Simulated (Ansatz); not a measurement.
TaC: how much do the potentials matter?

TaC in the rock-salt structure, in a typed cell, not relaxed.

```
CELL_PARAMETERS angstrom
0.00000 2.24000 2.24000
2.24000 0.00000 2.24000
2.24000 2.24000 0.00000
ATOMIC_POSITIONS crystal
Ta 0.00000 0.00000 0.00000
C 0.50000 0.50000 0.50000
```

Method (Ansatz, development build): r2SCAN; k mesh 8×8×8; Fermi–Dirac smearing of 0.1 eV; no spin. Harmonic phonons by finite displacements in cells commensurate with each q, frequencies in cm⁻¹, imaginary ones marked i; at Γ the three translations are left out and no LO–TO term is added.

Caveats: coarse k mesh; soft modes or ε∞ of this crystal moved by over a tenth between k meshes, so they aren't converged; PseudoDojo norm-conserving files were made for PBE.

The reference is the run on all-electron PAW datasets (no frozen core) at 580 eV and 11.24 Å³ an atom: top Γ mode (cm⁻¹) 529; lowest mode at X = [0.5, 0, 0.5] (cm⁻¹) 147; top mode at X = [0.5, 0, 0.5] (cm⁻¹) 607.

The same calculation was made on PseudoDojo norm-conserving, Ansatz norm-conserving. How far do the results move?


| potentials | cutoff (eV) | top Γ mode (cm⁻¹) | lowest mode at X = [0.5, 0, 0.5] (cm⁻¹) | top mode at X = [0.5, 0, 0.5] (cm⁻¹) |
| --- | --- | --- | --- | --- |
| PseudoDojo norm-conserving | 1116 | 520 | 144 | 600 |
| Ansatz norm-conserving | 1200 | 531 | 147 | 608 |

The largest move among the frequencies in the table is 9.1 cm⁻¹, in the top Γ mode on PseudoDojo norm-conserving.
